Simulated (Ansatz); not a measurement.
# Si (I4/mmm) in Ansatz: further runs

The runs below take Si through single point, equation of state, with r2SCAN.

Program: Ansatz 0.2.0. These are calculated values, not measurements. Logs are shortened: lines on timing, memory, paths and dates and some standing lists are left out, and cuts for length are marked.

## (1) The crystal as given

It takes space group I4/mmm (No. 139, tetragonal). Conventional cell: a = 3.254 Å, b = 3.254 Å, c = 2.641 Å, α = 90.00°, β = 90.00°, γ = 90.00°. Around Si (site symmetry 4/mmm) lie 10 Si at 2.64 to 2.65 Å.

This isn't the form of Si at room conditions, which is diamond.

## (2) Single point, r2SCAN, 13.14 Å³/atom (volume scaled by 0.94)

Input file input.yaml:

```yaml
crystal:
  lattice:
    - [-1.5937032655, 1.5937032655, 1.29337678]
    - [1.5937032655, -1.5937032655, 1.29337678]
    - [1.5937032655, 1.5937032655, -1.29337678]
  atoms:
    - { symbol: Si, position: [0.0, 0.0, 0.0] }
hamiltonian:
  xc: r2scan
  pseudopotentials: { kind: paw }
kpoints:
  mp_grid: { grid: [13, 13, 13] }
scf:
  occupations: { method: fermi_dirac, width: 0.05 }
output:
  forces: true
  stress: true
  eigenvalues: true
```

Potentials or basis: Ansatz PAW.

The run is started by

```console
ansatz run input.yaml --threads 2 --pin off --max-ram 5632MiB --backend cpu --events-out ev --progress --plain --runs-dir out
```

The log of the run:

```text
Warning: RAYON_NUM_THREADS=2 ignored (pool sized by the plan → 2); use --threads N
Engine: ansatz 0.2.0, x86_64-unknown-linux-gnu
Pseudopotentials: kind: paw
Pseudopotential: Si, paw, valence charge 4, recommended cutoff 500 eV (meta_gga), Si.paw.azcp
Functional definition: r2SCAN
  parameter k0 = 0.174
  parameter k1 = 0.065
  parameter a1 = 4.9479
  exchange = r2scan_x(k0 = k0, k1 = k1, a1 = a1)
  correlation = r2scan_c
Crystal: 1 atoms, lattice volume = 13.140 Å³
Basis set: ecut = 500 eV, 333 PW (Γ), exchange–correlation on 80×80×80 points (64 copies of the dense FFT grid, shifted against one another)
Bands: 6, of which v1, the nominal top of the filled ones, is band 2 counted from 1 (1 counted from 0)
Symmetry: 16 space group operations
Space group: I4/mmm (ITA 139), of the structure as read, at distance tolerance 2.4e-5 Å
k-points: 196 of 2197
Non-local potential: Si, projectors of the file, l = 0: 2, l = 1: 2, l = 2: 2
PAW form: soft (Blöchl's): semilocal exchange-correlation on the pseudo side does not see the compensation charge
PAW frozen core: Si, regenerated for the run's functional (the file was generated under x = pbe(κ = 0.804, μ = 0.2195149727645171), c = pbe(β = 0.06672455060314922))
PAW one-centre angular grid: Si, 302 points (default); XC on 160 Gauss nodes
Initial density: superposition of atomic densities (neutral atoms: chi_scale 0, normalization atom), corrected by the library's trained network
Initial wavefunctions: pseudopotential atomic-orbital guess
Functional: x = r2scan, c = r2scan; τ floored in thin density (d = 2e-4 eV/Å³)
SCF iter   1: F=—  HF=-638.358528 eV  |F-HF|=—  |Δ(HF+E_count)|=         —  Δρ=6.57e-3  dr2=5.26e-3  dr2_τ=6.91e-3  ethr=1.77e-3  ⟨swp⟩=5.4  Hψ=11431  notcnv=0
preconditioner: auto → none  [metal: Δε(μ)=0.019 eV  Ē_g=15.591 eV  σ=0.050 eV  W_gap=0.10  n_scr=0 (ndim 8)  ℏωp=20.5 eV  f_vac=0.000  D(μ)=0.57/eV (n_scr^D=4)]
SCF iter   2: F=—  HF=-638.370309 eV  |F-HF|=—  |Δ(HF+E_count)|=   1.18e-2  Δρ=3.86e-3  dr2=1.71e-3  dr2_τ=3.29e-6  ethr=1.31e-4  ⟨swp⟩=2.7  Hψ=3855  notcnv=0  defer=40
SCF iter   3: F=—  HF=-638.370143 eV  |F-HF|=—  |Δ(HF+E_count)|=   1.67e-4  Δρ=8.39e-4  dr2=7.93e-5  dr2_τ=1.64e-6  ethr=4.27e-5  ⟨swp⟩=2.8  Hψ=1788  notcnv=0  defer=40
SCF iter   4: F=—  HF=-638.370163 eV  |F-HF|=—  |Δ(HF+E_count)|=   2.01e-5  Δρ=1.25e-4  dr2=1.42e-6  dr2_τ=1.52e-8  ethr=1.98e-6  ⟨swp⟩=2.0  Hψ=1513  notcnv=0  defer=40
SCF iter   5: F=—  HF=-638.370164 eV  |F-HF|=—  |Δ(HF+E_count)|=   1.07e-6  Δρ=3.65e-5  dr2=1.16e-7  dr2_τ=1.50e-9  ethr=3.56e-8  ⟨swp⟩=2.3  Hψ=1520  notcnv=0  defer=40
SCF iter   6: F=-638.370164 eV  HF=-638.370164 eV  |F-HF|=4.78e-9  |Δ(HF+E_count)|=   1.24e-7  Δρ=4.83e-6  dr2=1.67e-9  dr2_τ=3.39e-11  ethr=2.50e-9  ⟨swp⟩=5.6  Hψ=6172  notcnv=0
SCF 1 converged in 6 iterations: F = -638.370164 eV  dr2 = 1.67e-9
SCF converged after 6 iterations
Free energy (F): -638.370164 eV
Harris-Foulkes:  -638.370164 eV  (|F-HF|=4.78e-9)
Internal energy: -638.365643 eV  (E = F + TS)
E sigma→0 (E₀):  -638.367903 eV
Entropy (-TS):   -0.004521 eV (-4.521 meV/atom)
Fermi energy:    12.073648 eV
--- Per-component energies (eV) ---
  E_band       = 22.703401
  E_kinetic    = 43.309913
  E_local      = 6.578133  (includes V_loc(G=0)·N_el)
  E_nonlocal   = 24.229600
  E_hartree    = 0.373522
  E_xc         = -52.960109
  E_vxc        = -52.350092  (∫ρ·V_xc dr)
  E_paw        = -519.076205  (= ΣΔE_a)
  E_vpaw       = -2.101829  (= ΣTr[D̂ρ^β])
  E_aug_tail   = 0.000005  (compensation charges beyond the density's cutoff)
  E_vtau       = 2.290580  (kinetic-family band-sum trace: ∫τ·v_τ [+ j·A + Jᵃ·Aᵃ] dr)
  E_ewald      = -140.744069
  E_core_change = -0.076433  (= ΣΔE_core)
  E_smearing   = -0.004521  (= −TS)
  E_closure    = 0.000000  (closes the sum)
  Σ components = -638.370164   (vs F -638.370164, Δ=0.00e0)
--- Forces (eV/Å), atoms counted from 1 ---
  atom   1  Si    -0.00000000     0.00000000    -0.00000000
  max |Σ_I F_I| component: 7.70e-34 eV/Å
--- Stress (GPa, compression-positive) ---
        8.084621       0.000000       0.000000
        0.000000       8.084621       0.000000
       -0.000000      -0.000000       3.752029
  P = ⅓ Tr σ = 6.6404 GPa (66.404 kbar)
--- Band table (eV; the first three rows and the last of 196) ---
  k-point 0: bands = ["-4.1814", "22.3181", "23.6794", "23.6794", "26.2421", "28.2909"]
  k-point 1: bands = ["-4.0022", "19.7767", "23.7964", "24.6648", "26.7662", "27.2313"]
  k-point 2: bands = ["-3.4655", "16.3603", "24.1318", "25.0819", "25.3655", "27.2774"]
  k-point 195: bands = ["8.1124", "9.4298", "11.6290", "13.7847", "16.9514", "19.6072"]
```

Run time: 8.7 s. Hardware: 2 threads of Intel Xeon at 2.50GHz (Skylake/Cascade Lake), shared host; peak memory 0.33 GiB.

Results:

```
Free energy            : -638.3702 eV
Pressure               : 6.6 GPa
Band gap on the k mesh : none (metal or under the smearing width)
```

Caveat: the PAW data sets come from PBE, with cores solved anew for the run's functional, which leaves a small shift of forces and pressure.

## (3) Single point, r2SCAN, 13.42 Å³/atom (volume scaled by 0.96)

Changes to input.yaml since step 2:

```diff
@@ -2,5 +2,5 @@
   lattice:
-    - [-1.5937032655, 1.5937032655, 1.29337678]
-    - [1.5937032655, -1.5937032655, 1.29337678]
-    - [1.5937032655, 1.5937032655, -1.29337678]
+    - [-1.6049268977, 1.6049268977, 1.3024853673]
+    - [1.6049268977, -1.6049268977, 1.3024853673]
+    - [1.6049268977, 1.6049268977, -1.3024853673]
   atoms:
```

Potentials or basis: Ansatz PAW.

The run is started by

```console
ansatz run input.yaml --threads 2 --pin off --max-ram 5632MiB --backend cpu --events-out ev --progress --plain --runs-dir out
```

Wall time 8.3 s (2 threads of Intel Xeon at 2.50GHz (Skylake/Cascade Lake), shared host); peak memory 0.33 GiB.

It converged, with:

```
Free energy            : -638.3795 eV
Pressure               : 4.1 GPa
Band gap on the k mesh : none (metal or under the smearing width)
```

Caveat: the PAW data sets come from PBE, with cores solved anew for the run's functional, which leaves a small shift of forces and pressure.

## (4) Single point, r2SCAN, 13.70 Å³/atom (volume scaled by 0.98)

Changes to input.yaml since step 3:

```diff
@@ -2,5 +2,5 @@
   lattice:
-    - [-1.6049268977, 1.6049268977, 1.3024853673]
-    - [1.6049268977, -1.6049268977, 1.3024853673]
-    - [1.6049268977, 1.6049268977, -1.3024853673]
+    - [-1.6159957088, 1.6159957088, 1.3114683088]
+    - [1.6159957088, -1.6159957088, 1.3114683088]
+    - [1.6159957088, 1.6159957088, -1.3114683088]
   atoms:
```

The run is started by

```console
ansatz run input.yaml --threads 2 --pin off --max-ram 5632MiB --backend cpu --events-out ev --progress --plain --runs-dir out
```

It took 8 s on 2 threads of Intel Xeon at 2.50GHz (Skylake/Cascade Lake), shared host; peak memory 0.33 GiB.

It converged, with:

- Free energy: -638.3847 eV
- Pressure: 1.8 GPa
- Band gap on the k mesh: none (metal or under the smearing width)

Caveat: the PAW data sets come from PBE, with cores solved anew for the run's functional, which leaves a small shift of forces and pressure.

## (5) Single point, r2SCAN, 13.98 Å³/atom

Changes to input.yaml since step 4:

```diff
@@ -2,5 +2,5 @@
   lattice:
-    - [-1.6159957088, 1.6159957088, 1.3114683088]
-    - [1.6159957088, -1.6159957088, 1.3114683088]
-    - [1.6159957088, 1.6159957088, -1.3114683088]
+    - [-1.62691493, 1.62691493, 1.32032985]
+    - [1.62691493, -1.62691493, 1.32032985]
+    - [1.62691493, 1.62691493, -1.32032985]
   atoms:
```

The run is started by

```console
ansatz run input.yaml --threads 2 --pin off --max-ram 5632MiB --backend cpu --events-out ev --progress --plain --runs-dir out
```

Run time: 8.3 s. Hardware: 2 threads of Intel Xeon at 2.50GHz (Skylake/Cascade Lake), shared host; peak memory 0.34 GiB.

Results (log left out):

```
Free energy            : -638.3861 eV
Pressure               : -0.1 GPa
Band gap on the k mesh : none (metal or under the smearing width)
```

Caveat: the PAW data sets come from PBE, with cores solved anew for the run's functional, which leaves a small shift of forces and pressure.

## (6) Single point, r2SCAN, 14.26 Å³/atom (volume scaled by 1.02)

Changes to input.yaml since step 5:

```diff
@@ -2,5 +2,5 @@
   lattice:
-    - [-1.62691493, 1.62691493, 1.32032985]
-    - [1.62691493, -1.62691493, 1.32032985]
-    - [1.62691493, 1.62691493, -1.32032985]
+    - [-1.6376895151, 1.6376895151, 1.3290740111]
+    - [1.6376895151, -1.6376895151, 1.3290740111]
+    - [1.6376895151, 1.6376895151, -1.3290740111]
   atoms:
```

Potentials or basis: Ansatz PAW.

The run is started by

```console
ansatz run input.yaml --threads 2 --pin off --max-ram 5632MiB --backend cpu --events-out ev --progress --plain --runs-dir out
```

It took 8.3 s on 2 threads of Intel Xeon at 2.50GHz (Skylake/Cascade Lake), shared host; peak memory 0.34 GiB.

It converged, with:

```yaml
Free_energy: -638.3844 eV
Pressure: -1.8 GPa
Band_gap_on_the_k_mesh: none (metal or under the smearing width)
```

Caveat: the PAW data sets come from PBE, with cores solved anew for the run's functional, which leaves a small shift of forces and pressure.

## (7) Single point, r2SCAN, 14.54 Å³/atom (volume scaled by 1.04)

Changes to input.yaml since step 6:

```diff
@@ -2,5 +2,5 @@
   lattice:
-    - [-1.6376895151, 1.6376895151, 1.3290740111]
-    - [1.6376895151, -1.6376895151, 1.3290740111]
-    - [1.6376895151, 1.6376895151, -1.3290740111]
+    - [-1.6483241605, 1.6483241605, 1.3377046037]
+    - [1.6483241605, -1.6483241605, 1.3377046037]
+    - [1.6483241605, 1.6483241605, -1.3377046037]
   atoms:
```

The run is started by

```console
ansatz run input.yaml --threads 2 --pin off --max-ram 5632MiB --backend cpu --events-out ev --progress --plain --runs-dir out
```

Wall time 9.6 s (2 threads of Intel Xeon at 2.50GHz (Skylake/Cascade Lake), shared host); peak memory 0.34 GiB.

It converged, with:

```yaml
Free_energy: -638.3798 eV
Pressure: -3.4 GPa
Band_gap_on_the_k_mesh: none (metal or under the smearing width)
```

Caveat: the PAW data sets come from PBE, with cores solved anew for the run's functional, which leaves a small shift of forces and pressure.

## (8) Single point, r2SCAN, 14.82 Å³/atom (volume scaled by 1.06)

Changes to input.yaml since step 7:

```diff
@@ -2,5 +2,5 @@
   lattice:
-    - [-1.6483241605, 1.6483241605, 1.3377046037]
-    - [1.6483241605, -1.6483241605, 1.3377046037]
-    - [1.6483241605, 1.6483241605, -1.3377046037]
+    - [-1.6588233236, 1.6588233236, 1.3462252449]
+    - [1.6588233236, -1.6588233236, 1.3462252449]
+    - [1.6588233236, 1.6588233236, -1.3462252449]
   atoms:
```

The run is started by

```console
ansatz run input.yaml --threads 2 --pin off --max-ram 5632MiB --backend cpu --events-out ev --progress --plain --runs-dir out
```

It took 8.9 s on 2 threads of Intel Xeon at 2.50GHz (Skylake/Cascade Lake), shared host; peak memory 0.34 GiB.

The run converged. Its results:

```yaml
Free_energy: -638.3726 eV
Pressure: -4.8 GPa
Band_gap_on_the_k_mesh: none (metal or under the smearing width)
```

Caveat: the PAW data sets come from PBE, with cores solved anew for the run's functional, which leaves a small shift of forces and pressure.

## (9) Equation of state, r2SCAN

Potentials or basis: Ansatz PAW.

This step only gathers the single runs of the series.

What came out:

| Item | Value |
| --- | --- |
| Equilibrium volume | 13.96 Å³/atom |
| Bulk modulus at fixed shape and positions | 94 GPa |
| Pressure derivative of the bulk modulus | 5.0 (rough: it moves with the points fitted) |

Energy against volume, from the lowest point:
```tsv
volume (Å³/atom)	energy (meV/atom)
13.140	15.97
13.420	6.63
13.699	1.46
13.979	0.00
14.258	1.71
14.538	6.32
14.818	13.56
```

Caveat: the cell was scaled at fixed shape and fractional positions, which overstates the stiffness of a crystal with free parameters, most of all of layers and chains; the PAW data sets were made with another functional, which shifts forces and pressure a little.
